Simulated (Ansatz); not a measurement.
```
Si O
1.0
     0.00000    2.19538    2.19538
     2.19538    0.00000    2.19538
     2.19538    2.19538    0.00000
Si O
1 2
Direct
  0.00000 0.00000 0.00000
  0.25000 0.25000 0.25000
  0.75000 0.75000 0.75000
```

* orbitals: PBE
* datasets: hard PAW set made for 700 eV
* k mesh: 4×4×4
* empty bands: 56
* response cutoff: 200 eV
* wave cutoff: 700 eV
* frequencies: contour deformation
* q → 0 term: the completed-sum build's own treatment
* band sums: completed

Program: Ansatz. The Kohn-Sham gap (direct at k = (0, -0.5, -0.5)) is 2.15 eV and the electronic dielectric constant on this mesh 3.9.

**Question.** Estimate the linearised G0W0 gap between these edges.

**Answer.** 4.48 eV, a change of +2.33 eV. The valence edge moves by -1.85 eV (Z = 0.80) and the conduction edge by +0.48 eV (Z = 0.85).

This ran on a trial build of the method. The cell is a model at fixed atoms and needn't be the relaxed known crystal. Points k are given in fractions of the reciprocal vectors. The mesh is coarse, so these are values at the stated settings, not converged ones. The response is still cut, so the gap isn't quite at its basis limit. The build that completes the sums treats q → 0 its own way, which shifts gaps on a coarse mesh by up to tenths of an eV. The gap is read on the mesh, and the crystal's band edges can lie off it.
